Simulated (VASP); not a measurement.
A run of VASP 6.6.1:

POSCAR

```
MgSe                                    
1.0
    0.0000000000      2.7521758938      2.7521758938
    2.7521758938      0.0000000000      2.7521758938
    2.7521758938      2.7521758938      0.0000000000
  Mg              Se            
     1     1
Direct
     0.0000000000000000    0.0000000000000000    0.0000000000000000
     0.5000000000000000    0.5000000000000000    0.5000000000000000
```

File INCAR.step1:

```
SYSTEM = MgSe
PREC = Accurate
ENCUT = 520
EDIFF = 1E-5
ISMEAR = 0
SIGMA = 0.02
LREAL = .False.
LASPH = .True.
NELM = 100
ALGO = Normal
ISIF = 2
LWAVE = .True.
GGA = PE
KPAR = 4
```

Contents of INCAR.step2:

```
SYSTEM = MgSe
PREC = Accurate
ENCUT = 520
EDIFF = 1E-7
ISMEAR = 0
SIGMA = 0.02
LREAL = .False.
LASPH = .True.
NELM = 100
ALGO = Normal
ISIF = 2
LWAVE = .False.
LCHARG = .True.
GGA = PE
LHFCALC = .True.
HFSCREEN = 0.2
PRECFOCK = Fast
LVHAR = .True.
ISTART = 1
KPAR = 4
```

File KPOINTS:

```
regular mesh
0
Gamma
  6 6 6
  0 0 0
```

Potentials or basis: VASP PAW PBE potentials, release 64 (Mg, Se).

Command:

```sh
$ cat potpaw_PBE.64/Mg/POTCAR potpaw_PBE.64/Se/POTCAR > POTCAR
$ cp INCAR.step1 INCAR
$ mpirun -np 4 vasp_std > vasp.out
$ cp INCAR.step2 INCAR
$ mpirun -np 4 vasp_std > vasp.out
```

Hardware: 4 MPI ranks on AMD EPYC 9R45 96-Core Processor (Zen 5), with other jobs on the host.

Question: Estimate the wall time of this run.

Answer: It took 92 s on 4 MPI ranks on AMD EPYC 9R45 96-Core Processor (Zen 5) (shared host), peak memory 0.25 GiB a rank. Counts: scf iterations 12, k points 16.
